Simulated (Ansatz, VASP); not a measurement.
**Al8GaN9 (random wurtzite alloy of AlN and GaN): VASP beside Ansatz**

Wanted: the spread between two codes on one cell, functional and k mesh. The structure shown is the start of the Ansatz relaxation below; VASP solves that cell, so the two are compared at the walk's first step.

Calculated with Ansatz 0.2.0; plane waves, with VASP 6.6.1 beside it; single point at PBE.

**1. Starting point**

The cell holds 72 atoms: 32 Al, 36 N and 4 Ga. Cell: a = 9.362 Å, b = 9.362 Å, c = 10.009 Å, α = 90.0°, β = 90.0°, γ = 120.0°. It derives from AlN (wurtzite), repeated 3×3×2. Wurtzite AlN, 3 x 3 x 2 conventional cells, 4 of 36 Al sites given to Ga at random (x = 0.111), lattice by Vegard's rule (a = 3.121 A, c = 5.005 A); (so at first; earlier steps may have moved the atoms), displaced by a Gaussian of 0.02 A.

As a file:

```cif
data_structure
_symmetry_space_group_name_H-M 'P 1'
_symmetry_Int_Tables_number 1
_cell_length_a 9.3618
_cell_length_b 9.3618
_cell_length_c 10.0092
_cell_angle_alpha 90.000
_cell_angle_beta 90.000
_cell_angle_gamma 120.000
_cell_volume 759.71
loop_
_atom_site_label
_atom_site_type_symbol
_atom_site_fract_x
_atom_site_fract_y
_atom_site_fract_z
_atom_site_occupancy
Al1 Al 0.00177 0.00213 0.00108 1
Al2 Al 0.11106 0.22216 0.24809 1
Al3 Al 0.00145 0.00162 0.49911 1
Al4 Al 0.11061 0.22398 0.74719 1
Al5 Al 0.99934 0.33641 0.00045 1
Al6 Al 0.10870 0.55463 0.24848 1
Al7 Al 0.10676 0.55209 0.74992 1
Al8 Al 0.99623 0.66496 0.99730 1
Al9 Al 0.10929 0.88932 0.25386 1
Al10 Al 0.99393 0.66389 0.50262 1
Al11 Al 0.11454 0.89012 0.74907 1
Al12 Al 0.33725 0.00106 0.00056 1
Al13 Al 0.44670 0.22710 0.24815 1
Al14 Al 0.33366 0.99804 0.50209 1
Al15 Al 0.44531 0.22202 0.74902 1
Al16 Al 0.33676 0.33258 0.99939 1
Al17 Al 0.44395 0.55229 0.24907 1
Al18 Al 0.33650 0.33563 0.50219 1
Al19 Al 0.45074 0.55961 0.75191 1
Al20 Al 0.32951 0.66642 0.99884 1
Al21 Al 0.44163 0.88614 0.25007 1
Al22 Al 0.33231 0.66555 0.50027 1
Al23 Al 0.77938 0.22243 0.24831 1
Al24 Al 0.66787 0.00384 0.50267 1
Al25 Al 0.78248 0.22053 0.75357 1
Al26 Al 0.66573 0.33303 0.99822 1
Al27 Al 0.77484 0.55346 0.24913 1
Al28 Al 0.66502 0.33263 0.49677 1
Al29 Al 0.77552 0.55486 0.74885 1
Al30 Al 0.66552 0.66649 0.00161 1
Al31 Al 0.66676 0.66085 0.50291 1
Al32 Al 0.77718 0.88966 0.74872 1
N33 N 0.11098 0.22514 0.05968 1
N34 N 0.99673 0.00159 0.30812 1
N35 N 0.10948 0.22447 0.55970 1
N36 N 0.00302 0.00476 0.80833 1
N37 N 0.10472 0.55225 0.05949 1
N38 N 0.99880 0.33458 0.31005 1
N39 N 0.11027 0.55477 0.56044 1
N40 N 0.99953 0.33500 0.80857 1
N41 N 0.11082 0.88757 0.05756 1
N42 N 0.99676 0.66456 0.30862 1
N43 N 0.11147 0.88866 0.56151 1
N44 N 0.00175 0.67036 0.80638 1
N45 N 0.44716 0.22273 0.05869 1
N46 N 0.33064 0.99881 0.31114 1
N47 N 0.44487 0.21933 0.55737 1
N48 N 0.33175 0.00002 0.81137 1
N49 N 0.44572 0.55829 0.06069 1
N50 N 0.33443 0.33686 0.31228 1
N51 N 0.44985 0.56225 0.55894 1
N52 N 0.33568 0.33574 0.80621 1
N53 N 0.44431 0.88882 0.06428 1
N54 N 0.33176 0.66653 0.30877 1
N55 N 0.44086 0.88822 0.56085 1
N56 N 0.33700 0.66973 0.80851 1
N57 N 0.78072 0.22518 0.05607 1
N58 N 0.66833 0.99813 0.31117 1
N59 N 0.77526 0.22588 0.56192 1
N60 N 0.66854 0.00355 0.80949 1
N61 N 0.77681 0.55572 0.06166 1
N62 N 0.66771 0.33259 0.30800 1
N63 N 0.77952 0.55822 0.56014 1
N64 N 0.66475 0.33154 0.81078 1
N65 N 0.78176 0.89621 0.05906 1
N66 N 0.66815 0.66563 0.30907 1
N67 N 0.78009 0.88808 0.55549 1
N68 N 0.66417 0.66567 0.80934 1
Ga69 Ga 0.00177 0.33781 0.49639 1
Ga70 Ga 0.44654 0.89166 0.74879 1
Ga71 Ga 0.67044 0.00347 0.00182 1
Ga72 Ga 0.77631 0.88643 0.24941 1
```

**2. Ansatz: relaxation, PBE**

Ansatz runs on its default PAW (the set named soft_2) files.

The two programs are compared at the cell with which this relaxation starts, whose forces are those of its first step.

input.yaml reads:

```yaml
crystal:
  lattice:
    - [9.3618, 0.0, 0.0]
    - [-4.6809, 8.10756, 0.0]
    - [0.0, 0.0, 10.0092]
  atoms:
    - { symbol: Al, position: [0.00177, 0.00213, 0.00108] }
    - { symbol: "N", position: [0.11097, 0.22513, 0.05968] }
    - { symbol: Al, position: [0.11106, 0.22216, 0.24809] }
    - { symbol: "N", position: [0.99673, 0.00159, 0.30812] }
    - { symbol: Al, position: [0.00145, 0.00162, 0.49911] }
    - { symbol: "N", position: [0.10948, 0.22447, 0.5597] }
    - { symbol: Al, position: [0.11061, 0.22398, 0.74719] }
    - { symbol: "N", position: [0.00302, 0.00476, 0.80833] }
    - { symbol: Al, position: [0.99934, 0.33641, 0.00045] }
    - { symbol: "N", position: [0.10472, 0.55225, 0.05949] }
    - { symbol: Al, position: [0.1087, 0.55463, 0.24848] }
    - { symbol: "N", position: [0.9988, 0.33458, 0.31005] }
    - { symbol: Ga, position: [0.00177, 0.33781, 0.49639] }
    - { symbol: "N", position: [0.11027, 0.55477, 0.56044] }
    - { symbol: Al, position: [0.10676, 0.55209, 0.74992] }
    - { symbol: "N", position: [0.99953, 0.33499, 0.80857] }
    - { symbol: Al, position: [0.99623, 0.66496, 0.9973] }
    - { symbol: "N", position: [0.11083, 0.88757, 0.05756] }
    - { symbol: Al, position: [0.10929, 0.88932, 0.25386] }
    - { symbol: "N", position: [0.99676, 0.66457, 0.30862] }
    - { symbol: Al, position: [0.99393, 0.66389, 0.50262] }
    - { symbol: "N", position: [0.11147, 0.88867, 0.56151] }
    - { symbol: Al, position: [0.11454, 0.89012, 0.74907] }
    - { symbol: "N", position: [0.00175, 0.67036, 0.80638] }
    - { symbol: Al, position: [0.33725, 0.00106, 0.00056] }
    - { symbol: "N", position: [0.44716, 0.22273, 0.05869] }
    - { symbol: Al, position: [0.4467, 0.2271, 0.24815] }
    - { symbol: "N", position: [0.33064, 0.99881, 0.31114] }
    - { symbol: Al, position: [0.33366, 0.99804, 0.50209] }
    - { symbol: "N", position: [0.44486, 0.21932, 0.55737] }
    - { symbol: Al, position: [0.44531, 0.22201, 0.74902] }
    - { symbol: "N", position: [0.33175, 2.0e-05, 0.81137] }
    - { symbol: Al, position: [0.33676, 0.33258, 0.99939] }
    - { symbol: "N", position: [0.44572, 0.55829, 0.06069] }
    - { symbol: Al, position: [0.44396, 0.55229, 0.24907] }
    - { symbol: "N", position: [0.33443, 0.33686, 0.31228] }
    - { symbol: Al, position: [0.3365, 0.33562, 0.50219] }
    - { symbol: "N", position: [0.44985, 0.56225, 0.55894] }
    - { symbol: Al, position: [0.45073, 0.55961, 0.75191] }
    - { symbol: "N", position: [0.33567, 0.33573, 0.80621] }
    - { symbol: Al, position: [0.32951, 0.66641, 0.99884] }
    - { symbol: "N", position: [0.4443, 0.88882, 0.06428] }
    - { symbol: Al, position: [0.44162, 0.88613, 0.25007] }
    - { symbol: "N", position: [0.33175, 0.66652, 0.30877] }
    - { symbol: Al, position: [0.3323, 0.66555, 0.50027] }
    - { symbol: "N", position: [0.44086, 0.88822, 0.56085] }
    - { symbol: Ga, position: [0.44653, 0.89166, 0.74879] }
    - { symbol: "N", position: [0.337, 0.66973, 0.80851] }
    - { symbol: Ga, position: [0.67044, 0.00346, 0.00182] }
    - { symbol: "N", position: [0.78072, 0.22519, 0.05607] }
    - { symbol: Al, position: [0.77938, 0.22243, 0.24831] }
    - { symbol: "N", position: [0.66833, 0.99813, 0.31117] }
    - { symbol: Al, position: [0.66787, 0.00384, 0.50267] }
    - { symbol: "N", position: [0.77525, 0.22587, 0.56192] }
    - { symbol: Al, position: [0.78248, 0.22054, 0.75357] }
    - { symbol: "N", position: [0.66854, 0.00355, 0.80949] }
    - { symbol: Al, position: [0.66572, 0.33303, 0.99822] }
    - { symbol: "N", position: [0.77681, 0.55571, 0.06166] }
    - { symbol: Al, position: [0.77484, 0.55346, 0.24913] }
    - { symbol: "N", position: [0.6677, 0.33259, 0.308] }
    - { symbol: Al, position: [0.66502, 0.33263, 0.49677] }
    - { symbol: "N", position: [0.77952, 0.55822, 0.56014] }
    - { symbol: Al, position: [0.77552, 0.55487, 0.74885] }
    - { symbol: "N", position: [0.66474, 0.33154, 0.81078] }
    - { symbol: Al, position: [0.66552, 0.66649, 0.00161] }
    - { symbol: "N", position: [0.78176, 0.89621, 0.05906] }
    - { symbol: Ga, position: [0.77631, 0.88643, 0.24941] }
    - { symbol: "N", position: [0.66816, 0.66563, 0.30907] }
    - { symbol: Al, position: [0.66676, 0.66085, 0.50291] }
    - { symbol: "N", position: [0.78009, 0.88808, 0.55549] }
    - { symbol: Al, position: [0.77718, 0.88966, 0.74872] }
    - { symbol: "N", position: [0.66418, 0.66568, 0.80934] }
kpoints:
  mp_grid: { grid: [1, 1, 1] }
hamiltonian:
  xc: pbe
scf:
  occupations: { method: fixed }
output:
  forces: true
relax:
  f_tol: 0.05
  max_steps: 200
  cell: {}
```

Run with:

```console
$ ansatz run input.yaml --threads 4 --pin off --max-ram 8192MiB --backend cpu --events-out ev --progress --plain --runs-dir out
```

Numbers of over 12 decimals in the logs are rounded to 6 here.

Output:

```text
Engine: ansatz 0.2.0, aarch64-unknown-linux-gnu
Pseudopotentials: kind: paw
Pseudopotential: Al, paw, valence charge 3, recommended cutoff 420 eV (normal), Al.paw.azcp
Pseudopotential: N, paw, valence charge 5, recommended cutoff 420 eV (normal), N.paw.azcp
Pseudopotential: Ga, paw, valence charge 13, recommended cutoff 420 eV (normal), Ga.paw.azcp
Functional definition: PBE
  parameter kappa = 0.804
  parameter beta = 0.066725
  exchange = pbe_x(kappa = kappa, mu = beta*pi^2/3)
  correlation = pbe_c(beta = beta)
Crystal: 72 atoms, lattice volume = 759.712 Å³
Basis set: ecut = 420 eV, 14817 PW (Γ), exchange–correlation on 128×128×144 points (8 copies of the dense FFT grid, shifted against one another)
Bands: 236, of which v1, the nominal top of the filled ones, is band 164 counted from 1 (163 counted from 0)
Symmetry: 1 space group operations
Space group: P1 (ITA 1), of the structure as read, at distance tolerance 9.1e-5 Å
k-points: 1
Non-local potential: Al, projectors of the file, l = 0: 2, l = 1: 2, l = 2: 1
Non-local potential: N, projectors of the file, l = 0: 2, l = 1: 2, l = 2: 1
Non-local potential: Ga, projectors of the file, l = 0: 2, l = 1: 2, l = 2: 3, l = 3: 1
PAW form: soft (Blöchl's): semilocal exchange-correlation on the pseudo side does not see the compensation charge
PAW one-centre angular grid: Al, 110 points (default); XC on 64 Gauss nodes
PAW one-centre angular grid: N, 110 points (default); XC on 64 Gauss nodes
PAW one-centre angular grid: Ga, 590 points (default); XC on 64 Gauss nodes
Initial density: superposition of atomic densities (neutral atoms: chi_scale 0, normalization atom), corrected by the library's trained network
Initial wavefunctions: pseudopotential atomic-orbital guess
Functional: x = pbe(κ = 0.804, μ = 0.219515), c = pbe(β = 0.066725)
SCF iter   1: F=—  HF=-46242.645376 eV  |F-HF|=—  |Δ(HF+E_count)|=         —  Δρ=3.96e-3  dr2=1.23e-1  ethr=1.77e-3  ⟨swp⟩=5.0  Hψ=803  notcnv=0  defer=69
preconditioner: auto → Resta (q_TF=auto, 2.372 Å⁻¹)  ε∞=4.0  [insulator: Δε(μ)=3.858 eV  Ē_g=13.986 eV  n_scr=162 (ndim 8)  ℏωp=24.4 eV  f_vac=0.000  ε∞_Penn≈4.0]
SCF iter   2: F=—  HF=-46242.616180 eV  |F-HF|=—  |Δ(HF+E_count)|=   2.92e-2  Δρ=1.54e-3  dr2=1.16e-2  ethr=3.76e-5  ⟨swp⟩=2.0  Hψ=326  notcnv=0  defer=70
SCF iter   3: F=—  HF=-46242.617043 eV  |F-HF|=—  |Δ(HF+E_count)|=   8.63e-4  Δρ=7.33e-4  dr2=3.12e-3  ethr=3.54e-6  ⟨swp⟩=2.0  Hψ=174  notcnv=0  defer=45
automatic band count: iteration 3 solves 211 bands in place of 236: the levels show a gap, and the empty bands left out lie too high to hold charge; the band table lists the bands solved (type scf.n_extra_bands for more)
SCF iter   4: F=—  HF=-46242.617645 eV  |F-HF|=—  |Δ(HF+E_count)|=   6.02e-4  Δρ=1.39e-4  dr2=1.17e-4  ethr=9.51e-7  ⟨swp⟩=2.0  Hψ=305  notcnv=0  defer=45
SCF iter   5: F=—  HF=-46242.617630 eV  |F-HF|=—  |Δ(HF+E_count)|=   1.51e-5  Δρ=6.36e-5  dr2=2.38e-5  ethr=3.58e-8  ⟨swp⟩=2.0  Hψ=336  notcnv=0  defer=41
SCF iter   6: F=—  HF=-46242.615245 eV  |F-HF|=—  |Δ(HF+E_count)|=   2.39e-3  Δρ=2.89e-5  dr2=5.89e-6  ethr=7.25e-9  ⟨swp⟩=2.0  Hψ=375  notcnv=0  defer=41
SCF iter   7: F=—  HF=-46242.615246 eV  |F-HF|=—  |Δ(HF+E_count)|=   8.36e-7  Δρ=7.61e-6  dr2=3.94e-7  ethr=1.80e-9  ⟨swp⟩=2.0  Hψ=280  notcnv=0  defer=41
SCF iter   8: F=-46242.615246 eV  HF=-46242.615246 eV  |F-HF|=6.64e-9  |Δ(HF+E_count)|=   1.84e-7  Δρ=1.96e-6  dr2=2.89e-8  ethr=3.05e-11  ⟨swp⟩=4.0  Hψ=651  notcnv=0
SCF 1 converged in 8 iterations: F = -46242.615246 eV  dr2 = 2.89e-8
  greatest PAW one-centre occupation: 0.996 electrons in one spin orbital (limit 2), on the Ga atom at site 66 (counted from 0), in its partial waves of l = 2
relax step   1: F+E_penalty+E_count = -46242.61524570 eV  Δ(F+E_penalty+E_count) = +0.000e0 eV  max|allowed force component| = 1.873e0 eV/Å  Δτ_max = 0.0000 Å  P = +4.597 GPa  Ω = 759.712 Å³  (8 SCF iters, dr2 threshold 1.00e-7 eV, accepted)
Crystal: 72 atoms, lattice volume = 768.128 Å³
Basis set: ecut = 420 eV, 14937 PW (Γ), exchange–correlation on 128×128×144 points (8 copies of the dense FFT grid, shifted against one another)
Initial density: handed on by an earlier stage of this run
Initial wavefunctions: those handed on with the density
iter 1 solved again at ethr=9.18e-5 eV; its pass at ethr=3.10e-3 eV (dr2=3.01e-1 eV) is discarded
SCF iter   1: F=—  HF=-46243.815095 eV  |F-HF|=—  |Δ(HF+E_count)|=         —  Δρ=5.99e-3  dr2=3.04e-1  ethr=9.18e-5  ⟨swp⟩=1.0  Hψ=682  notcnv=0  defer=44
automatic band count: iteration 1 solves 211 bands in place of 236: the levels show a gap, and the empty bands left out lie too high to hold charge; the band table lists the bands solved (type scf.n_extra_bands for more)
preconditioner: auto → Resta (q_TF=auto, 2.368 Å⁻¹)  ε∞=4.6  [insulator: Δε(μ)=3.723 eV  Ē_g=12.729 eV  n_scr=162 (ndim 8)  ℏωp=24.3 eV  f_vac=0.000  ε∞_Penn≈4.6]
[...]
atom  32  N     -0.00026704     0.00014358     0.00028877
  atom  33  Al    -0.00004169    -0.00009852    -0.00027278
  atom  34  N     -0.00009866    -0.00008642     0.00047223
  atom  35  Al     0.00021600    -0.00024046    -0.00054855
  atom  36  N      0.00019883    -0.00001611     0.00070072
  atom  37  Al     0.00001967    -0.00016610    -0.00067021
  atom  38  N      0.00005339     0.00014361     0.00016578
  atom  39  Al    -0.00026959    -0.00011348    -0.00015785
  atom  40  N     -0.00018883    -0.00000774     0.00037848
  atom  41  Al     0.00009561     0.00003988    -0.00093397
  atom  42  N     -0.00066088    -0.00004625     0.00064385
  atom  43  Al     0.00021612    -0.00021945    -0.00127817
  atom  44  N     -0.00025211     0.00036529     0.00069796
  atom  45  Al    -0.00004982    -0.00063864    -0.00041254
  atom  46  N     -0.00000589     0.00003189    -0.00009417
  atom  47  Ga    -0.00011922    -0.00014282     0.00009453
  atom  48  N      0.00013459    -0.00033918     0.00069716
  atom  49  Ga     0.00041869    -0.00012387    -0.00027991
  atom  50  N      0.00001427     0.00086425     0.00063468
  atom  51  Al    -0.00016173    -0.00023841    -0.00063004
  atom  52  N     -0.00055403     0.00017037     0.00079464
  atom  53  Al     0.00045447     0.00024245    -0.00092143
  atom  54  N     -0.00069348     0.00003782     0.00040457
  atom  55  Al     0.00009183    -0.00018154    -0.00040959
[...]
atom  65  Al    -0.00002091    -0.00030654    -0.00014964
  atom  66  N      0.00021515     0.00008291     0.00007902
  atom  67  Ga    -0.00054708    -0.00106612    -0.00005588
  atom  68  N      0.00006927    -0.00021192     0.00047682
  atom  69  Al    -0.00012096    -0.00025551    -0.00057342
  atom  70  N      0.00002165     0.00005480     0.00065693
  atom  71  Al     0.00001744    -0.00036767     0.00003750
  atom  72  N      0.00028091     0.00012466     0.00045418
  max |Σ_I F_I| component: 1.54e-4 eV/Å
--- Stress (GPa, compression-positive) ---
        0.001446      -0.000868       0.000556
       -0.000868       0.003648      -0.000911
        0.000555      -0.000912       0.000524
  P = ⅓ Tr σ = 0.0019 GPa (0.019 kbar)
--- Relaxed structure (5 steps of the walk, 5 accepted, 2 SCFs on fresh bases) ---
  F+E_penalty+E_count = -46244.13011150 eV   max|allowed force component| = 1.280e-3 eV/Å   (the final SCF, on the basis selected at the relaxed cell)
  cell:  # Å, volume = 775.0527 Å³
    - [9.444663, -0.000143979, -4.446188319156955e-5]
    - [-4.722456, 8.179776, -0.000424597]
    - [-4.753657215931315e-5, -0.000551632, 10.032454]
  atoms:
    - { symbol: Al, position: [0.00176644, 0.000687624, -0.000856072] }
    - { symbol: N, position: [0.111390, 0.222463, 0.057726] }
    - { symbol: Al, position: [0.112544, 0.223060, 0.249252] }
    - { symbol: N, position: [1.006253, 0.00388104, 0.311402] }
    - { symbol: Al, position: [0.00102408, 0.000290331, 0.501844] }
    - { symbol: N, position: [0.114339, 0.220577, 0.561646] }
    - { symbol: Al, position: [0.111674, 0.222972, 0.752044] }
    - { symbol: N, position: [0.000197904, 0.000251069, 0.808255] }
    - { symbol: Al, position: [1.000772, 0.334730, 0.000789746] }
    - { symbol: N, position: [0.110955, 0.556450, 0.058358] }
    - { symbol: Al, position: [0.111367, 0.556914, 0.249173] }
    - { symbol: N, position: [1.000599, 0.334050, 0.302624] }
    - { symbol: Ga, position: [0.000696151, 0.334219, 0.499483] }
    - { symbol: N, position: [0.114145, 0.561848, 0.561155] }
    - { symbol: Al, position: [0.110677, 0.555888, 0.752007] }
    - { symbol: N, position: [0.999980, 0.333942, 0.809203] }
    - { symbol: Al, position: [0.999866, 0.667514, 1.000880] }
    - { symbol: N, position: [0.110742, 0.889352, 0.059490] }
    - { symbol: Al, position: [0.111659, 0.889471, 0.250728] }
    - { symbol: N, position: [1.000078, 0.667207, 0.308960] }
    - { symbol: Al, position: [1.000174, 0.667995, 0.500840] }
    - { symbol: N, position: [0.111538, 0.889198, 0.559449] }
    - { symbol: Al, position: [0.110622, 0.889221, 0.750716] }
    - { symbol: N, position: [-8.205161144268262e-5, 0.667470, 0.809489] }
    - { symbol: Al, position: [0.332477, 0.000902676, 0.00201673] }
    - { symbol: N, position: [0.444795, 0.223214, 0.059513] }
    - { symbol: Al, position: [0.444664, 0.223199, 0.250902] }
    - { symbol: N, position: [0.332990, 1.001126, 0.308380] }
    - { symbol: Al, position: [0.332660, 1.001207, 0.499293] }
    - { symbol: N, position: [0.444500, 0.222782, 0.559050] }
    - { symbol: Al, position: [0.444592, 0.223648, 0.750786] }
    - { symbol: N, position: [0.330742, 0.00342534, 0.811132] }
    - { symbol: Al, position: [0.333976, 0.334091, 1.000747] }
    - { symbol: N, position: [0.444976, 0.556021, 0.059321] }
    - { symbol: Al, position: [0.443901, 0.555062, 0.250708] }
    - { symbol: N, position: [0.333218, 0.333825, 0.309111] }
    - { symbol: Al, position: [0.334096, 0.333949, 0.500831] }
    - { symbol: N, position: [0.443931, 0.555896, 0.559294] }
    - { symbol: Al, position: [0.444171, 0.555133, 0.750678] }
    - { symbol: N, position: [0.334002, 0.334163, 0.809593] }
    - { symbol: Al, position: [0.332841, 0.666272, 1.001870] }
    - { symbol: N, position: [0.439009, 0.886774, 0.061191] }
    - { symbol: Al, position: [0.443332, 0.889269, 0.252017] }
    - { symbol: N, position: [0.332868, 0.666189, 0.308091] }
    - { symbol: Al, position: [0.333374, 0.666512, 0.499152] }
    - { symbol: N, position: [0.443700, 0.889027, 0.551475] }
    - { symbol: Ga, position: [0.442900, 0.888604, 0.747961] }
    - { symbol: N, position: [0.331125, 0.661934, 0.811461] }
    - { symbol: Ga, position: [0.666262, 0.000894544, -0.000911562] }
[...]
- { symbol: Al, position: [0.777328, 0.223899, 0.250172] }
[...]
- { symbol: Al, position: [0.666978, 0.000660049, 0.500327] }
[...]
- { symbol: Al, position: [0.778813, 0.224824, 0.750259] }
[...]
- { symbol: Al, position: [0.666447, 0.334847, 1.000692] }
    - { symbol: N, position: [0.777723, 0.556225, 0.059089] }
    - { symbol: Al, position: [0.777788, 0.555329, 0.250797] }
    - { symbol: N, position: [0.666644, 0.334153, 0.309385] }
    - { symbol: Al, position: [0.666005, 0.334254, 0.500641] }
    - { symbol: N, position: [0.778296, 0.555973, 0.559445] }
    - { symbol: Al, position: [0.778087, 0.555933, 0.750749] }
    - { symbol: N, position: [0.666493, 0.334075, 0.809291] }
    - { symbol: Al, position: [0.666133, 0.665305, -0.000731825] }
    - { symbol: N, position: [0.780745, 0.886357, 0.054705] }
    - { symbol: Ga, position: [0.778392, 0.889021, 0.250508] }
    - { symbol: N, position: [0.663727, 0.661108, 0.311509] }
    - { symbol: Al, position: [0.666409, 0.666405, 0.501845] }
    - { symbol: N, position: [0.778152, 0.889315, 0.557904] }
    - { symbol: Al, position: [0.779113, 0.888781, 0.749286] }
    - { symbol: N, position: [0.666523, 0.666796, 0.807758] }
```

In the SCF lines HF is the Harris–Foulkes energy and dr2 the Hartree energy of the density residual, in eV; the loop may stop once dr2 is under the threshold and the program's other checks hold. Hψ counts applications of the Hamiltonian.

(Part 1 of 2 ends here.)

[Lines on the potential files, build, host, timing and source positions are cut from VASP's logs without a mark.]

[Logs are printed without paths, hosts, clocks, repeated set-up lines and the standing remarks that a program may print on its own settings, such as how far it seeks lower states.]

[Hosts, paths, dates, database ids (printed as entryN), source tags and the programs' standing remarks are cut or masked in the printed files.]
